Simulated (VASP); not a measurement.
# Te (P4/nmm) in VASP: further runs

Aim: see how the results for Te move with the level of theory and the settings. Levels: PBE+MBD, PBE+MBD-FI. Tasks: relaxation of cell and atoms.

Everything below comes from runs of VASP 6.6.1. Logs are shortened: lines on timing, memory, paths and dates and some standing lists are left out, and cuts for length are marked.

### 1 Starting point

The structure is tetragonal, space group P4/nmm (No. 129). The conventional cell has a = 5.850 Å, b = 5.850 Å, c = 4.791 Å, α = 90.00°, β = 90.00°, γ = 90.00°. Te (site symmetry -4m2) is surrounded by 4 Te at 3.04 Å. Te (site symmetry 4mm) is surrounded by 4 Te at 3.04 Å.

The cell was built by a generator and needn't be a form met in nature.

### 2 Relaxation of cell and atoms, PBE+MBD

Input file INCAR:

```
SYSTEM = Te
PREC     = Accurate       ! precision mode
ENCUT    = 600            ! plane-wave cutoff, eV
EDIFF    = 1E-6           ! SCF threshold, eV
ISMEAR   = -1             ! smearing method
SIGMA    = 0.05           ! smearing width, eV
LREAL    = .False.        ! projectors in reciprocal space
LASPH    = .True.         ! aspherical terms in the spheres
NELM     = 80             ! most SCF steps
ALGO     = Normal         ! electronic algorithm
ISIF     = 3              ! what is computed and relaxed
LWAVE    = .False.        ! write WAVECAR
LCHARG   = .False.        ! write CHGCAR
GGA      = PE             ! functional
IVDW     = 202            ! dispersion correction
IBRION   = 2              ! ionic algorithm
NSW      = 60             ! ionic steps
EDIFFG   = -0.005         ! ionic threshold
```

Input file KPOINTS:

```
Automatic mesh
0
Gamma
  4 4 5
  0 0 0
```

Input file POSCAR:

```
Te
1.0
    5.8500400000      0.0000000000      0.0000000000
    0.0000000000      5.8500400000      0.0000000000
    0.0000000000      0.0000000000      4.7912000000
Te
4
Direct
    0.0000000000      0.0000000000      0.0000000000
    0.5000000000      0.5000000000      0.0000000000
    0.0000000000      0.5000000000      0.8300400000
    0.5000000000      0.0000000000      0.1699600000
```

Potentials or basis: VASP PAW PBE potentials, release 64 (Te).

On the command line:

```console
$ cat potpaw_PBE.64/Te/POTCAR > POTCAR
$ mpirun -np 1 vasp_std > vasp.out
```

OUTCAR:

```text
SYSTEM = Te
   PREC = Accurate
   ENCUT = 600
   EDIFF = 1E-6
   ISMEAR = -1
   LREAL = .False.
   LASPH = .True.
   NELM = 80
   ISIF = 3
   GGA = PE
   IVDW = 202
   IBRION = 2
   NSW = 60
   EDIFFG = -0.005
  IVDW = 202

 ion  position               nearest neighbor table
   1  0.000  0.000  0.000-   3 3.04   4 3.04   3 3.04   4 3.04
   2  0.500  0.500  0.000-   3 3.04   4 3.04   4 3.04   3 3.04
   3  0.000  0.500  0.830-   1 3.04   2 3.04   1 3.04   2 3.04
   4  0.500  0.000  0.170-   1 3.04   2 3.04   2 3.04   1 3.04

  LATTYP: Found a simple tetragonal cell.
 ALAT       =     5.8500400000
 C/A-ratio  =     0.8190029470

  Lattice vectors:

 A1 = (   5.8500400000,   0.0000000000,   0.0000000000)
 A2 = (   0.0000000000,   5.8500400000,   0.0000000000)
 A3 = (   0.0000000000,   0.0000000000,   4.7912000000)

Analysis of symmetry for initial positions (statically):
=====================================================================
 Subroutine PRICEL returns:
 Original cell was already a primitive cell.

 Routine SETGRP: Setting up the symmetry group for a
 simple tetragonal supercell.

 Subroutine GETGRP returns: Found 16 space group operations
 (whereof  8 operations were pure point group operations)
 out of a pool of 16 trial point group operations.

The static configuration has the point symmetry D_2d.
 The point group associated with its full space group is D_4h.

Analysis of symmetry for dynamics (positions and initial velocities):
=====================================================================
 Subroutine PRICEL returns:
 Original cell was already a primitive cell.

 Routine SETGRP: Setting up the symmetry group for a
 simple tetragonal supercell.

 Subroutine GETGRP returns: Found 16 space group operations
 (whereof  8 operations were pure point group operations)
 out of a pool of 16 trial point group operations.

The dynamic configuration has the point symmetry D_2d.
 The point group associated with its full space group is D_4h.

 Subroutine INISYM returns: Found 16 space group operations
 (whereof  8 operations are pure point group operations),
 and found     1 'primitive' translations

----------------------------------------------------------------------------------------

                                     Primitive cell

  volume of cell :     163.9691

  direct lattice vectors                    reciprocal lattice vectors
     5.850040000  0.000000000  0.000000000     0.170939002  0.000000000  0.000000000
     0.000000000  5.850040000  0.000000000     0.000000000  0.170939002  0.000000000
     0.000000000  0.000000000  4.791200000     0.000000000  0.000000000  0.208715979

  length of vectors
     5.850040000  5.850040000  4.791200000     0.170939002  0.170939002  0.208715979

  position of ions in fractional coordinates (direct lattice)
     0.000000000  0.000000000  0.000000000
     0.500000000  0.500000000  0.000000000
     0.000000000  0.500000000  0.830040000
     0.500000000  0.000000000  0.169960000

  ion indices of the primitive-cell ions
   primitive index   ion index
                 1           1
                 2           2
                 3           3
                 4           4

----------------------------------------------------------------------------------------

 KPOINTS: Automatic mesh

Automatic generation of k-mesh.
 Grid dimensions read from file:
 generate k-points for:    4    4    5

 Generating k-lattice:

  Cartesian coordinates                     Fractional coordinates (reciprocal lattice)
     0.042734751  0.000000000  0.000000000     0.250000000  0.000000000  0.000000000
     0.000000000  0.042734751  0.000000000     0.000000000  0.250000000  0.000000000
     0.000000000  0.000000000  0.041743196     0.000000000  0.000000000  0.200000000

  Length of vectors
     0.042734751  0.042734751  0.041743196

  Shift w.r.t. Gamma in fractional coordinates (k-lattice)
     0.000000000  0.000000000  0.000000000

 Subroutine IBZKPT returns following result:
 ===========================================

 Found     18 irreducible k-points:

 Following reciprocal coordinates:
            Coordinates               Weight
  0.000000  0.000000  0.000000      1.000000
  0.250000  0.000000  0.000000      4.000000
  0.500000  0.000000  0.000000      2.000000
  0.250000  0.250000  0.000000      4.000000
  0.500000  0.250000  0.000000      4.000000
  0.500000  0.500000  0.000000      1.000000
[... 10 lines left out ...]
  0.500000  0.250000  0.400000      8.000000
  0.500000  0.500000  0.400000      2.000000
   k-points           NKPTS =     18   k-points in BZ     NKDIM =     18   number of bands    NBANDS=     16
   number of dos      NEDOS =    301   number of ions     NIONS =      4
   total plane-waves  NPLWV =  92160
   dimension x,y,z NGX =    48 NGY =   48 NGZ =   40
   dimension x,y,z NGXF=    96 NGYF=   96 NGZF=   80
   ions per type =               4
   NGX,Y,Z   is equivalent  to a cutoff of  13.64, 13.64, 13.88 a.u.
   NGXF,Y,Z  is equivalent  to a cutoff of  27.28, 27.28, 27.76 a.u.
 SYSTEM =  Te
   PREC   = accura    normal or accurate (medium, high low for compatibility)
   ISTART =      0    job   : 0-new  1-cont  2-samecut
   ICHARG =      2    charge: 1-file 2-atom 10-const
   ISPIN  =      1    spin polarized calculation?
   LNONCOLLINEAR =      F non collinear calculations
   LSORBIT =      F    spin-orbit coupling
   LASPH  =      T    aspherical Exc in radial PAW
   ENCUT  =  600.0 eV  44.10 Ry    6.64 a.u.  11.68 11.68  9.57*2*pi/ulx,y,z
   NELM   =     80;   NELMIN=  2; NELMDL= -5     # of ELM steps
   EDIFF  = 0.1E-05   stopping-criterion for ELM
   LREAL  =      F    real-space projection
   EDIFFG = -.5E-02   stopping-criterion for IOM
   NSW    =     60    number of steps for IOM
   IBRION =      2    ionic relax: 0-MD 1-quasi-New 2-CG
   NFREE  =      1    steps in history (QN), initial steepest desc. (CG)
   ISIF   =      3    stress and relaxation
   ISYM   =      2    0-nonsym 1-usesym 2-fastsym
   POTIM  = 0.5000    time-step for ionic-motion
   TEBEG  =    0.0;   TEEND  =   0.0 temperature during run
   PSTRESS=    0.0 pullay stress
   NELECT =      24.0000    total number of electrons
   NUPDOWN=      -1.0000    fix difference up-down
   EMIN   =  10.00;   EMAX   =-10.00  energy-range for DOS
   EFERMI =   0.00;   METHOD = LEGACY
   ISMEAR =    -1;   SIGMA  =   0.05  broadening in eV -4-tet -1-fermi 0-gaus
   EFERMI_NEDOS =   21; number of points for ismear=-14 and -15
   IALGO  =     38    algorithm
   IMIX   =      4    mixing-type and parameters
     AMIX     =   0.40;   BMIX     =  1.00
     AMIX_MAG =   1.60;   BMIX_MAG =  1.00
  volume/ion in A,a.u.               =      40.99       276.63
  Fermi-wavevector in a.u.,A,eV,Ry     =   0.862762  1.630385 10.127621  0.744359
  Thomas-Fermi vector in A             =   1.980613
   LORBIT       =      0    0 simple, 1 ext, 2 COOP (PROOUT), +10 PAW based schemes
   GGA     = PE    functional components
   LHFCALC =     F    Hartree Fock is set to
   AEXX    =    0.0000 exact exchange contribution
   IVDW    =   202    specifies the selected vdW correction
   LEPSILON=     F    determine dielectric tensor
   LRPA    =     F    only Hartree local field effects (RPA)
 conjugate gradient relaxation of ions
 non-spin polarized calculation
  energy-cutoff  :      600.00
  volume of cell :      163.97
 maximum number of plane-waves:      5528
 NGX is ok and might be reduce to    48
   NGX = 23   NGY = 23   NGZ = 19

--------------------------------------- Ionic step        1  -------------------------------------------

 number of electron      24.0000001 magnetization

 Free energy of the ion-electron system (eV)
  ---------------------------------------------------
  ext. energy  EPLUGINS =         0.00000000
  ---------------------------------------------------
  free energy    TOTEN  =       -12.15467444 eV

  energy without entropy =      -12.14930059  energy(sigma->0) =      -12.15198752

------------------------ aborting loop because EDIFF is reached ----------------------------------------

  Tkatchenko/Scheffler method for vdW energy calculation

  Edisp (eV):   -0.73323

  FORCE on cell =-STRESS in cart. coord.  units (eV):
  Direction    XX          YY          ZZ          XY          YZ          ZX
  --------------------------------------------------------------------------------------
  -------------------------------------------------------------------------------------
  Total      -1.15696    -1.15696    -0.82570     0.00000     0.00000     0.00000
  in kB     -11.30492   -11.30492    -8.06807     0.00000     0.00000     0.00000
  external pressure =      -10.23 kB  Pullay stress =        0.00 kB
[... 103 lines left out ...]
  FREE ENERGIE OF THE ION-ELECTRON SYSTEM (eV)
  ---------------------------------------------------
  free  energy   TOTEN  =       -12.8999508492 eV

  energy  without entropy=      -12.8946297986  energy(sigma->0) =      -12.89729032

[... ionic steps 4 to 20 ...]

--------------------------------------- Ionic step       21  -------------------------------------------

 number of electron      24.0000002 magnetization

------------------------ aborting loop because EDIFF is reached ----------------------------------------

  Tkatchenko/Scheffler method for vdW energy calculation

  Edisp (eV):   -0.82370
[... 73 lines left out ...]
  energy  without entropy=      -12.9312383188  energy(sigma->0) =      -12.93434322

--------------------------------------- Ionic step       23  -------------------------------------------

 number of electron      24.0000002 magnetization

 Free energy of the ion-electron system (eV)
  ---------------------------------------------------
  ext. energy  EPLUGINS =         0.00000000
  ---------------------------------------------------
  free energy    TOTEN  =       -12.11096375 eV

  energy without entropy =      -12.10456904  energy(sigma->0) =      -12.10776640

 E-fermi :   5.0232     XC(G=0):  -8.5971

 val. band max:        4.9914712997   @ k =   0.0000   0.0000   0.2000
 cond. band min:       5.1011745001   @ k =   0.5000   0.5000   0.4000
 fundamental gap:      0.1097032004
 Fermi energy:         5.0232463051

 k-point     1 :       0.0000    0.0000    0.0000
  band No.  band energies     occupation
      1      -8.5058      2.00000
      2      -6.0748      2.00000
      3      -5.8968      2.00000
      4      -3.3546      2.00000
      5      -0.8788      2.00000
      6      -0.8788      2.00000
[... 8 lines left out ...]
     15       8.0034      0.00000
     16       8.6065      0.00000
[... 308 lines left out ...]
      2      -6.4617      2.00000
      3      -6.4322      2.00000
      4      -6.4322      2.00000
      5       1.2008      2.00000
      6       1.2008      2.00000
[... 8 lines left out ...]
     15       5.3814      0.00155
     16       5.3814      0.00155

------------------------ aborting loop because EDIFF is reached ----------------------------------------

  Hirshfeld charges:
            ion         q(e)
   ------------------------------
      1     Te      -0.00857749
      2     Te      -0.00857749
      3     Te       0.00857749
      4     Te       0.00857749

  Tkatchenko/Scheffler method for vdW energy calculation

  Edisp (eV):   -0.82652

  FORCE on cell =-STRESS in cart. coord.  units (eV):
  Direction    XX          YY          ZZ          XY          YZ          ZX
  --------------------------------------------------------------------------------------
  -------------------------------------------------------------------------------------
  Total      -0.00912    -0.00912    -0.01420     0.00000     0.00000     0.00000
  in kB      -0.09862    -0.09862    -0.15350     0.00000     0.00000     0.00000
  external pressure =       -0.12 kB  Pullay stress =        0.00 kB
[... 19 lines left out ...]
  FREE ENERGIE OF THE ION-ELECTRON SYSTEM (eV)
  ---------------------------------------------------
  free  energy   TOTEN  =       -12.9374839262 eV

  energy  without entropy=      -12.9310892136  energy(sigma->0) =      -12.93428657

 reached required accuracy - stopping structural energy minimisation
```

Run time: 7.4 min. Hardware: 1 thread of Intel Xeon Platinum 8488C (Sapphire Rapids), shared host; peak memory 0.32 GiB.

What came out:

```yaml
Free_energy: -12.9375 eV
Relaxed_volume: 37.04 Å³/atom
Relaxed_cell: a = 5.798 Å, b = 5.798 Å, c = 4.407 Å, α = 90.00°, β = 90.00°, γ = 90.00°
Space_group_after_relaxing_to_0.05_Å: P4/nmm (No. 129)
Energy_gained_by_relaxing: 12.4 meV/atom
Ionic_steps: 23
Pressure_after_relaxing: 0.0 GPa
Band_gap_on_the_k_mesh: 0.11 eV, indirect (least direct gap 0.78 eV)
Dispersion_energy_per_atom: -0.207 eV
```

The path:
```tsv
step	energy change (eV)	largest force (eV/Å)	pressure (GPa)	volume (Å³)
1	0.0000	0.0279	-1.02	163.97
2	-0.0071	0.1352	0.53	157.84
3	-0.0120	0.0681	-0.13	160.26
4	-0.0120	0.0741	-0.07	160.04
5	-0.0184	0.0802	-0.06	158.71
6	-0.0344	0.0804	-0.03	154.72
7	-0.0454	0.0713	0.17	146.69
8	-0.0466	0.0654	0.07	149.32
9	-0.0467	0.0652	0.09	148.63
10	-0.0468	0.0158	-0.32	149.71
11	-0.0473	0.0354	-0.16	149.27
12	-0.0473	0.0452	-0.08	149.06
13	-0.0480	0.0330	-0.05	148.96
14	-0.0490	0.0197	0.00	148.72
15	-0.0486	0.0369	0.06	148.24
16	-0.0494	0.0127	0.01	148.59
17	-0.0494	0.0041	0.03	148.49
18	-0.0494	0.0054	0.03	148.51
19	-0.0493	0.0235	-0.18	148.93
20	-0.0495	0.0007	-0.01	148.59
21	-0.0495	0.0011	-0.01	148.58
22	-0.0495	0.0001	-0.01	148.48
23	-0.0496	0.0013	-0.01	148.17
```

Final structure:
```
Te
1.0
     5.79842    0.00000    0.00000
     0.00000    5.79842    0.00000
     0.00000    0.00000    4.40701
Te
4
Direct
  0.00000 0.00000 0.00000
  0.50000 0.50000 0.00000
  0.00000 0.50000 0.81389
  0.50000 0.00000 0.18611
```

Levels at points of the mesh, in eV from the valence-band top:
```tsv
k point	band 9	band 10	band 11	band 12	band 13	band 14	band 15	band 16
(0.00, 0.00, 0.00)	-1.93	-1.24	-0.72	-0.03	2.13	2.13	3.01	3.62
(0.50, 0.00, 0.00)	-1.46	-1.46	-0.64	-0.64	0.93	0.93	2.76	2.76
(0.50, 0.50, 0.00)	-1.41	-1.41	-0.97	-0.97	0.31	0.31	0.35	0.35
```

Caveat: spin-orbit coupling is left out, which moves the levels of the heavy elements; an odd mesh through Γ misses points on the zone boundary, where band edges often lie.

### 3 Relaxation of cell and atoms, PBE+MBD-FI

INCAR: that of step 2 with these lines changed.

```diff
@@ -14,3 +14,3 @@
 GGA      = PE             ! functional
-IVDW     = 202            ! dispersion correction
+IVDW     = 263            ! dispersion correction
 IBRION   = 2              ! ionic algorithm
```

KPOINTS is that of step 2.

POSCAR is that of step 2.

Potentials or basis: VASP PAW PBE potentials, release 64 (Te).

On the command line:

```console
$ cat potpaw_PBE.64/Te/POTCAR > POTCAR
$ mpirun -np 1 vasp_std > vasp.out
```

Wall time 13 min (1 thread of Intel Xeon Platinum 8488C (Sapphire Rapids), shared host); peak memory 0.35 GiB.

It converged, with:

```yaml
Free_energy: -13.0985 eV
Relaxed_volume: 36.60 Å³/atom
Relaxed_cell: a = 5.792 Å, b = 5.792 Å, c = 4.363 Å, α = 90.00°, β = 90.00°, γ = 90.00°
Space_group_after_relaxing_to_0.05_Å: P4/nmm (No. 129)
Energy_gained_by_relaxing: 17.2 meV/atom
Ionic_steps: 26
Pressure_after_relaxing: 0.0 GPa
Band_gap_on_the_k_mesh: 0.09 eV, indirect (least direct gap 0.77 eV)
Dispersion_energy_per_atom: -0.250 eV
```

Step by step:
```tsv
step	energy change (eV)	largest force (eV/Å)	pressure (GPa)	volume (Å³)
1	0.0000	0.0267	-1.17	163.97
2	-0.0101	0.1588	0.59	156.96
3	-0.0161	0.0848	-0.14	159.63
4	-0.0161	0.0918	-0.07	159.36
5	-0.0258	0.0985	-0.06	157.69
6	-0.0507	0.0916	-0.02	152.65
7	-0.0565	0.0734	0.36	142.50
8	-0.0646	0.0857	0.10	147.63
9	-0.0651	0.0906	0.15	146.40
10	-0.0651	0.0899	0.15	146.66
11	-0.0649	0.0171	-0.46	148.12
12	-0.0660	0.0510	-0.18	147.42
13	-0.0660	0.0609	-0.09	147.22
14	-0.0673	0.0394	-0.06	147.05
15	-0.0679	0.0289	-0.03	146.92
16	-0.0684	0.0201	0.04	146.65
17	-0.0678	0.0217	0.14	146.10
18	-0.0686	0.0168	0.06	146.53
19	-0.0686	0.0124	0.08	146.44
20	-0.0675	0.0594	-0.41	147.42
21	-0.0688	0.0004	0.00	146.61
22	-0.0688	0.0001	-0.01	146.62
23	-0.0689	0.0002	-0.02	146.49
24	-0.0689	0.0004	0.01	146.11
25	-0.0688	0.0001	0.02	146.27
26	-0.0688	0.0000	0.01	146.38
```

Final structure:
```cif
data_structure
_symmetry_space_group_name_H-M 'P 1'
_symmetry_Int_Tables_number 1
_cell_length_a 5.7920
_cell_length_b 5.7920
_cell_length_c 4.3635
_cell_angle_alpha 90.000
_cell_angle_beta 90.000
_cell_angle_gamma 90.000
_cell_volume 146.38
loop_
_atom_site_label
_atom_site_type_symbol
_atom_site_fract_x
_atom_site_fract_y
_atom_site_fract_z
_atom_site_occupancy
Te1 Te 0.00000 0.00000 0.00000 1
Te2 Te 0.50000 0.50000 0.00000 1
Te3 Te 0.00000 0.50000 0.81189 1
Te4 Te 0.50000 0.00000 0.18811 1
```

Levels at points of the mesh, in eV from the valence-band top:
```csv
k point,band 10,band 11,band 12,band 13,band 14,band 15
"(0.00, 0.00, 0.00)",-1.24,-0.70,-0.03,2.14,2.14,2.97
"(0.50, 0.00, 0.00)",-1.46,-0.63,-0.63,0.92,0.92,2.77
"(0.50, 0.50, 0.00)",-1.44,-0.99,-0.99,0.30,0.30,0.35
```

Caveat: spin-orbit coupling is left out, which moves the levels of the heavy elements; an odd mesh through Γ misses points on the zone boundary, where band edges often lie.
